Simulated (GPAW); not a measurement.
# MoS2 in GPAW: notebook

The runs below take MoS2 through relaxation of cell and atoms, with PBEsol, PBEsol+D3, PBEsol+D3(BJ), PBEsol+D3(BJ)+ATM, PBEsol+D4.

Everything below comes from runs of GPAW 26.7.0. Logs are shortened: lines on timing, memory, paths and dates and some standing lists are left out, and cuts for length are marked. The log counts tension as positive stress, the text compression.

**1. The structure**

The cell holds a slab with vacuum, 3 atoms: a = 3.184 Å, b = 3.184 Å, c = 17.335 Å, α = 90.00°, β = 90.00°, γ = 120.00°.

**2. Relaxation of cell and atoms, PBEsol**

Contents of run.py:

```python
from ase import Atoms
from ase.filters import FrechetCellFilter
from ase.io import write
from ase.optimize import BFGS
from gpaw import GPAW, PW, setup_paths

setup_paths.insert(0, '.')

atoms = Atoms(['Mo', 'S', 'S'],
              cell=[[3.1841260822, 0.0, 0.0],
                    [-1.5920630411, 2.757534076, 0.0],
                    [0.0, 0.0, 17.33459995]],
              scaled_positions=[[0.0, 0.0, 0.0],
                                [0.3333333333, 0.6666666667, 0.91050702],
                                [0.3333333333, 0.6666666667, 0.08949298]],
              pbc=True)

calc = GPAW(mode=PW(600),
            xc='PBEsol',
            kpts={'size': (7, 7, 2), 'gamma': True},
            occupations={'name': 'fermi-dirac', 'width': 0.05},
            nbands=25,
            convergence={'density': 1e-05, 'forces': 0.0001},
            maxiter=150,
            txt='gpaw.txt')
atoms.calc = calc
opt = BFGS(FrechetCellFilter(atoms), trajectory='relax.traj', logfile='-')
done = opt.run(fmax=0.02, steps=60)
calc.write('gs.gpw')
write('result.traj', atoms)
print('Converged:', done)
print('Cell:', atoms.cell.cellpar().round(4))
print('Volume:', round(atoms.get_volume(), 4))
print(atoms.get_scaled_positions().round(5))
```

Potentials or basis: PAW data sets generated in the run's folder for this functional, pw.

On the command line:

```sh
$ gpaw-setup -f PBEsol Mo S
$ OMP_NUM_THREADS=1 python run.py
```

gpaw.txt:

```text
__  _  _
 | _ |_)|_||  |
 |__||  | ||/\| - 26.7.0

Input parameters:
  mode=PW(ecut=600.0),
  convergence={'density': 1e-05, 'forces': 0.0001},
  kpts=MonkhorstPack(size=(7, 7, 2), gamma=True),
  maxiter=150,
  nbands=25,
  occupations=Occupations(name='fermi-dirac', width=0.05),
  xc=XC(name='PBEsol')

Diagonalizing LCAO Hamiltonian
Converting LCAO to pw mode

         S

         S

       Mo

Atoms  # Å, Bohr magnetons
|   | symbol |         x |        y |         z |    initial magnetic moments |
|---|--------|-----------|----------|-----------|-----------------------------|
| 0 |     Mo |  0.000000 | 0.000000 |  0.000000 | ( 0.0000,  0.0000,  0.0000) |
| 1 |      S | -0.000000 | 1.838356 | 15.783275 | ( 0.0000,  0.0000,  0.0000) |
| 2 |      S | -0.000000 | 1.838356 |  1.551325 | ( 0.0000,  0.0000,  0.0000) |

Unit cell  # Å
| periodic |         x |        y |         z |   lengths |     angles |
|----------|-----------|----------|-----------|-----------|------------|
|      yes |  3.184126 | 0.000000 |  0.000000 |  3.184126 |  90.000000 |
|      yes | -1.592063 | 2.757534 |  0.000000 |  3.184126 |  90.000000 |
|      yes |  0.000000 | 0.000000 | 17.334600 | 17.334600 | 120.000000 |

Number of symmetries: 12
Symmetry operations  # r_c * U_cc + t_c -> r_c
|    | kind |            matrix            |
|----|------|------------------------------|
|  0 |  σ   |  1, 1, 0,  0,-1, 0,  0, 0, 1 |
|  1 |  C2  |  1, 1, 0,  0,-1, 0,  0, 0,-1 |
|  2 |  E   |  1, 0, 0,  0, 1, 0,  0, 0, 1 |
|  3 |  σ   |  1, 0, 0,  0, 1, 0,  0, 0,-1 |
|  4 |  C3  |  0, 1, 0, -1,-1, 0,  0, 0, 1 |
|  5 |  S3  |  0, 1, 0, -1,-1, 0,  0, 0,-1 |
|  6 |  σ   |  0,-1, 0, -1, 0, 0,  0, 0, 1 |
|  7 |  C2  |  0,-1, 0, -1, 0, 0,  0, 0,-1 |
|  8 |  σ   | -1, 0, 0,  1, 1, 0,  0, 0, 1 |
|  9 |  C2  | -1, 0, 0,  1, 1, 0,  0, 0,-1 |
| 10 |  C3  | -1,-1, 0,  1, 0, 0,  0, 0, 1 |
| 11 |  S3  | -1,-1, 0,  1, 0, 0,  0, 0,-1 |
[... 206 lines left out ...]
Forces  # eV/Ang
|        x |        y |        z |
|----------|----------|----------|
| -0.00000 | -0.00000 |  0.00000 |  # Mo   0
|  0.00000 |  0.00000 |  0.14898 |  # S    1
|  0.00000 | -0.00000 | -0.14898 |  # S    2

Interpolating wave functions to new cell

         S

         S

       Mo

Atoms  # Å, Bohr magnetons
|   | symbol |         x |         y |         z |    initial magnetic moments |
|---|--------|-----------|-----------|-----------|-----------------------------|
| 0 |     Mo | -0.000000 | -0.000000 |  0.000000 | ( 0.0000,  0.0000,  0.0000) |
| 1 |      S | -0.000000 |  1.834133 | 15.772990 | ( 0.0000,  0.0000,  0.0000) |
| 2 |      S | -0.000000 |  1.834133 |  1.547978 | ( 0.0000,  0.0000,  0.0000) |

Unit cell  # Å
| periodic |         x |         y |         z |   lengths |     angles |
|----------|-----------|-----------|-----------|-----------|------------|
|      yes |  3.176811 | -0.000000 |  0.000000 |  3.176811 |  90.000000 |
|      yes | -1.588406 |  2.751199 |  0.000000 |  3.176811 |  90.000000 |
|      yes |  0.000000 |  0.000000 | 17.320969 | 17.320969 | 120.000000 |

Number of symmetries: 12
Symmetry operations  # r_c * U_cc + t_c -> r_c
|    | kind |            matrix            |
|----|------|------------------------------|
|  0 |  σ   |  1, 1, 0,  0,-1, 0,  0, 0, 1 |
|  1 |  C2  |  1, 1, 0,  0,-1, 0,  0, 0,-1 |
|  2 |  E   |  1, 0, 0,  0, 1, 0,  0, 0, 1 |
|  3 |  σ   |  1, 0, 0,  0, 1, 0,  0, 0,-1 |
|  4 |  C3  |  0, 1, 0, -1,-1, 0,  0, 0, 1 |
|  5 |  S3  |  0, 1, 0, -1,-1, 0,  0, 0,-1 |
|  6 |  σ   |  0,-1, 0, -1, 0, 0,  0, 0, 1 |
|  7 |  C2  |  0,-1, 0, -1, 0, 0,  0, 0,-1 |
|  8 |  σ   | -1, 0, 0,  1, 1, 0,  0, 0, 1 |
|  9 |  C2  | -1, 0, 0,  1, 1, 0,  0, 0,-1 |
| 10 |  C3  | -1,-1, 0,  1, 0, 0,  0, 0, 1 |
| 11 |  S3  | -1,-1, 0,  1, 0, 0,  0, 0,-1 |
[... 383 lines left out ...]
SCF iterations
|iter     | |      energy | eigst |  dens |force |
|---------|-|-------------|-------|-------|------|
|iter:   1| |  -23.718856 | -1.37 |       |      |
|iter:   2| |  -23.712075 | -3.13 | -1.91 |      |
|iter:   3| |  -23.695436 | -2.93 | -1.95 |      |
|iter:   4| |  -23.690237 | -3.30 | -2.22 |      |
|iter:   5| |  -23.690261c| -4.95 | -2.95 |      |
|iter:   6| |  -23.690275c| -5.24 | -3.15 |      |
|iter:   7| |  -23.690283c| -5.88 | -3.70 |      |
|iter:   8| |  -23.690283c| -6.99 | -4.56 |      |
|iter:   9| |  -23.690283c| -7.50c| -5.06c|      |
|iter:  10| |  -23.690283c| -7.77c| -5.79c|-3.94 |
|iter:  11| |  -23.690283c| -8.06c| -6.39c|-3.94 |
|iter:  12| |  -23.690283c| -8.29c| -6.66c|-4.58c|

Converged in 12 steps
Energy contributions relative to reference atoms: (reference = -131755.109894)

Energy contributions:
  Kinetic:          -0.790698
  Coulomb:          -5.233981
  Zero:             -0.116111
  External:          0.000000
  Xc:              -17.549492
  Entropy:          -0.000000
  Spinorbit:         0.000000
  ----------------------------
  Free energy:     -23.690283
  Extrapolated:    -23.690283

dipole moment: (-9.484638, -8.186290, -64.893886)  # |e|*Ang
[... 11 lines left out ...]
|          9 |        -2.947 |     2.000 |
|         10 |        -2.698 |     2.000 |
[... 8 lines left out ...]
|         19 |         5.083 |     0.000 |
|         20 |         5.741 |     0.000 |
|        ... |               |           |
|         24 |         9.607 |     0.000 |

Gap: 1.956 eV
Transition (v -> c):
  (s=0, k=0, n=12, [0.00, 0.00, 0.00]) -> (s=0, k=12, n=13, [0.43, 0.29, 0.00])
Direct/indirect transitions are different
Direct gap: 2.224 eV
Transition at: (s=0, k=13, n=12, [0.43, 0.29, 0.50])

Stress tensor  # eV/Ang^3
|         x |        y |         z |
|-----------|----------|-----------|
|  0.001615 | 0.000000 | -0.000000 |
|  0.000000 | 0.001615 |  0.000000 |
| -0.000000 | 0.000000 | -0.003801 |

Forces  # eV/Ang
|        x |        y |        z |
|----------|----------|----------|
|  0.00000 | -0.00000 |  0.00000 |  # Mo   0
| -0.00000 |  0.00000 | -0.19441 |  # S    1
| -0.00000 |  0.00000 |  0.19441 |  # S    2

Interpolating wave functions to new cell

         S

         S

       Mo
[... 206 lines left out ...]
|          9 |        -2.953 |     2.000 |
|         10 |        -2.661 |     2.000 |
[... 8 lines left out ...]
|         19 |         5.129 |     0.000 |
|         20 |         5.756 |     0.000 |
|        ... |               |           |
|         24 |         9.643 |     0.000 |

Gap: 2.005 eV
Transition (v -> c):
  (s=0, k=0, n=12, [0.00, 0.00, 0.00]) -> (s=0, k=12, n=13, [0.43, 0.29, 0.00])
Direct/indirect transitions are different
Direct gap: 2.241 eV
Transition at: (s=0, k=12, n=12, [0.43, 0.29, 0.00])

Stress tensor  # eV/Ang^3
|        x |        y |         z |
|----------|----------|-----------|
| 0.000690 | 0.000000 |  0.000000 |
| 0.000000 | 0.000690 |  0.000000 |
| 0.000000 | 0.000000 | -0.003311 |

Forces  # eV/Ang
|       x |        y |        z |
|---------|----------|----------|
| 0.00000 |  0.00000 |  0.00000 |  # Mo   0
| 0.00000 | -0.00000 | -0.16987 |  # S    1
| 0.00000 | -0.00000 |  0.16987 |  # S    2

Interpolating wave functions to new cell

         S

         S

       Mo
[... 207 lines left out ...]
|          9 |        -2.980 |     2.000 |
|         10 |        -2.572 |     2.000 |
[... 8 lines left out ...]
|         19 |         5.214 |     0.000 |
|         20 |         5.781 |     0.000 |
|        ... |               |           |
|         24 |         9.712 |     0.000 |

Gap: 2.101 eV
Transition (v -> c):
  (s=0, k=0, n=12, [0.00, 0.00, 0.00]) -> (s=0, k=4, n=13, [0.29, -0.14, 0.00])
Direct/indirect transitions are different
Direct gap: 2.272 eV
Transition at: (s=0, k=12, n=12, [0.43, 0.29, 0.00])

Stress tensor  # eV/Ang^3
|         x |         y |         z |
|-----------|-----------|-----------|
| -0.000313 |  0.000000 | -0.000000 |
| -0.000000 | -0.000313 | -0.000000 |
| -0.000000 | -0.000000 | -0.000380 |

Forces  # eV/Ang
|       x |        y |        z |
|---------|----------|----------|
| 0.00000 |  0.00000 |  0.00000 |  # Mo   0
| 0.00000 | -0.00000 | -0.02878 |  # S    1
| 0.00000 | -0.00000 |  0.02878 |  # S    2

Interpolating wave functions to new cell

         S

         S

       Mo
[... 205 lines left out ...]
|          9 |        -2.983 |     2.000 |
|         10 |        -2.569 |     2.000 |
[... 8 lines left out ...]
|         19 |         5.212 |     0.000 |
|         20 |         5.779 |     0.000 |
|        ... |               |           |
|         24 |         9.710 |     0.000 |

Gap: 2.100 eV
Transition (v -> c):
  (s=0, k=0, n=12, [0.00, 0.00, 0.00]) -> (s=0, k=4, n=13, [0.29, -0.14, 0.00])
Direct/indirect transitions are different
Direct gap: 2.271 eV
Transition at: (s=0, k=12, n=12, [0.43, 0.29, 0.00])

Stress tensor  # eV/Ang^3
|         x |         y |         z |
|-----------|-----------|-----------|
| -0.000067 |  0.000000 | -0.000000 |
|  0.000000 | -0.000067 |  0.000000 |
| -0.000000 |  0.000000 |  0.000087 |

Forces  # eV/Ang
|        x |        y |        z |
|----------|----------|----------|
|  0.00000 |  0.00000 |  0.00000 |  # Mo   0
| -0.00000 | -0.00000 | -0.00660 |  # S    1
| -0.00000 | -0.00000 |  0.00660 |  # S    2

# Writing to gs.gpw (mode='')
```

It took 3 min on 1 thread of Arm Neoverse V2, shared host; peak memory 0.28 GiB.

What came out:

| Item | Value |
| --- | --- |
| Free energy | -23.6941 eV |
| Relaxed volume | 49.36 Å³/atom |
| Relaxed cell | a = 3.139 Å, b = 3.139 Å, c = 17.355 Å, α = 90.00°, β = 90.00°, γ = 120.00° |
| Space group after relaxing (to 0.05 Å) | P-6m2 (No. 187) |
| Energy gained by relaxing | 6.2 meV/atom |
| Ionic steps | 6 |
| Largest force after relaxing | 0.007 eV/Å |
| Band gap on the k mesh | 2.10 eV, indirect (least direct gap 2.27 eV) |

Forces on the atoms (eV/Å):
```
Mo   0.000  0.000  0.000
S    0.000  0.000 -0.007
S    0.000  0.000  0.007
```

The path:
```tsv
step	energy change (eV)	largest force (eV/Å)	pressure (GPa)	volume (Å³)
1	0.0000	0.1490	-1.19	152.20
2	-0.0064	0.0397	-0.85	151.39
3	-0.0149	0.1944	0.03	149.10
4	-0.0166	0.1699	0.10	148.66
5	-0.0187	0.0288	0.05	148.02
6	-0.0187	0.0066	0.00	148.08
```

Final structure:
```
Mo S
1.0
     3.13893    0.00000    0.00000
    -1.56946    2.71839    0.00000
     0.00000    0.00000   17.35466
Mo S
1 2
Cartesian
  0.0000 0.0000 0.0000
  0.0000 1.8123 15.7962
  0.0000 1.8123 1.5584
```

Levels at points of the mesh, in eV from the valence-band top:
| k point | band 11 | band 12 | band 13 | band 14 | band 15 | band 16 |
| --- | --- | --- | --- | --- | --- | --- |
| (0.00, 0.00, 0.00) | -1.36 | -1.36 | 0.00 | 2.97 | 2.97 | 3.25 |
| (0.00, 0.00, 0.50) | -1.36 | -1.36 | 0.00 | 2.97 | 2.97 | 3.25 |

Caveat: later steps reuse the first step's grids. PBEsol gaps usually lie below the measured ones, often by a third to a half.

**3. Relaxation of cell and atoms, PBEsol+D3**

run.py: that of step 2 with these lines changed.

```diff
@@ -1,2 +1,3 @@
 from ase import Atoms
+from ase.calculators.mixing import SumCalculator
 from ase.filters import FrechetCellFilter
@@ -4,2 +5,3 @@
 from ase.optimize import BFGS
+from dftd3.ase import DFTD3
 from gpaw import GPAW, PW, setup_paths
@@ -25,3 +27,3 @@
             txt='gpaw.txt')
-atoms.calc = calc
+atoms.calc = SumCalculator([calc, DFTD3(method='pbesol', damping='d3zero')])
 opt = BFGS(FrechetCellFilter(atoms), trajectory='relax.traj', logfile='-')
```

Potentials or basis: PAW data sets generated in the run's folder for this functional, pw.

On the command line:

```sh
$ gpaw-setup -f PBEsol Mo S
$ OMP_NUM_THREADS=1 python run.py
```

Wall time 3.1 min (1 thread of Arm Neoverse V2, shared host); peak memory 0.33 GiB.

It converged, with:

- Free energy: -24.0930 eV
- Relaxed volume: 48.99 Å³/atom
- Relaxed cell: a = 3.126 Å, b = 3.126 Å, c = 17.363 Å, α = 90.00°, β = 90.00°, γ = 120.00°
- Space group after relaxing (to 0.05 Å): P-6m2 (No. 187)
- Energy gained by relaxing: 10.3 meV/atom
- Ionic steps: 6
- Largest force after relaxing: 0.007 eV/Å
- Band gap on the k mesh: 2.13 eV, indirect (least direct gap 2.31 eV)
- Dispersion energy per atom: -0.134 eV

Forces on the atoms (eV/Å):
```
Mo   0.000  0.000  0.000
S    0.000  0.000 -0.007
S    0.000  0.000  0.007
```

The path:
| step | energy change (eV) | largest force (eV/Å) | pressure (GPa) | volume (Å³) |
| --- | --- | --- | --- | --- |
| 1 | 0.0000 | 0.1799 | -1.50 | 152.20 |
| 2 | -0.0103 | 0.0450 | -1.08 | 151.17 |
| 3 | -0.0246 | 0.2546 | 0.06 | 148.21 |
| 4 | -0.0273 | 0.2187 | 0.14 | 147.67 |
| 5 | -0.0308 | 0.0304 | 0.06 | 146.89 |
| 6 | -0.0309 | 0.0073 | 0.00 | 146.97 |

Final structure:
```cif
data_structure
_symmetry_space_group_name_H-M 'P 1'
_symmetry_Int_Tables_number 1
_cell_length_a 3.1263
_cell_length_b 3.1263
_cell_length_c 17.3632
_cell_angle_alpha 90.000
_cell_angle_beta 90.000
_cell_angle_gamma 120.000
_cell_volume 146.97
loop_
_atom_site_label
_atom_site_type_symbol
_atom_site_fract_x
_atom_site_fract_y
_atom_site_fract_z
_atom_site_occupancy
Mo1 Mo 0.00000 0.00000 0.00000 1
S1 S 0.33333 0.66667 0.91008 1
S2 S 0.33333 0.66667 0.08992 1
```

Levels at points of the mesh, in eV from the valence-band top:
| k point | band 11 | band 12 | band 13 | band 14 | band 15 | band 16 |
| --- | --- | --- | --- | --- | --- | --- |
| (0.00, 0.00, 0.00) | -1.29 | -1.29 | 0.00 | 3.05 | 3.05 | 3.32 |
| (0.00, 0.00, 0.50) | -1.29 | -1.29 | 0.00 | 3.05 | 3.05 | 3.32 |

Caveat: later steps reuse the first step's grids. As with any semilocal functional, this PBEsol gap is likely too small.

**4. Relaxation of cell and atoms, PBEsol+D3(BJ)**

run.py: that of step 3 with these lines changed.

```diff
@@ -27,3 +27,3 @@
             txt='gpaw.txt')
-atoms.calc = SumCalculator([calc, DFTD3(method='pbesol', damping='d3zero')])
+atoms.calc = SumCalculator([calc, DFTD3(method='pbesol', damping='d3bj')])
 opt = BFGS(FrechetCellFilter(atoms), trajectory='relax.traj', logfile='-')
```

On the command line:

```sh
$ gpaw-setup -f PBEsol Mo S
$ OMP_NUM_THREADS=1 python run.py
```

Wall time 3.1 min (1 thread of Arm Neoverse V2, shared host); peak memory 0.29 GiB.

Results (log left out):

- Free energy: -24.4406 eV
- Relaxed volume: 48.67 Å³/atom
- Relaxed cell: a = 3.115 Å, b = 3.115 Å, c = 17.374 Å, α = 90.00°, β = 90.00°, γ = 120.00°
- Space group after relaxing (to 0.05 Å): P-6m2 (No. 187)
- Energy gained by relaxing: 14.9 meV/atom
- Ionic steps: 6
- Largest force after relaxing: 0.007 eV/Å
- Band gap on the k mesh: 2.16 eV, indirect (least direct gap 2.34 eV)
- Dispersion energy per atom: -0.251 eV

Forces in eV/Å, atoms in the order of the input:
```
Mo   0.000  0.000  0.000
S    0.000  0.000 -0.007
S    0.000  0.000  0.007
```

Step by step:
```tsv
step	energy change (eV)	largest force (eV/Å)	pressure (GPa)	volume (Å³)
1	0.0000	0.1998	-1.77	152.20
2	-0.0145	0.0447	-1.29	150.99
3	-0.0357	0.3121	0.11	147.37
4	-0.0397	0.2617	0.19	146.76
5	-0.0446	0.0284	0.05	145.91
6	-0.0446	0.0070	0.00	146.00
```

Final structure:
```yaml
crystal:
  lattice:
    - [3.11497, 0.00000, 0.00000]
    - [-1.55749, 2.69765, 0.00000]
    - [0.00000, 0.00000, 17.37417]
  atoms:
    - { symbol: Mo, position: [0.00000, 0.00000, 0.00000] }
    - { symbol: S, position: [0.33333, 0.66667, 0.90997] }
    - { symbol: S, position: [0.33333, 0.66667, 0.09003] }
```

Levels at points of the mesh, in eV from the valence-band top:
| k point | band 11 | band 12 | band 13 | band 14 | band 15 | band 16 |
| --- | --- | --- | --- | --- | --- | --- |
| (0.00, 0.00, 0.00) | -1.22 | -1.22 | 0.00 | 3.12 | 3.12 | 3.38 |
| (0.00, 0.00, 0.50) | -1.22 | -1.22 | 0.00 | 3.12 | 3.12 | 3.38 |

Caveat: later steps reuse the first step's grids.

(Part 1 of 2 ends here.)
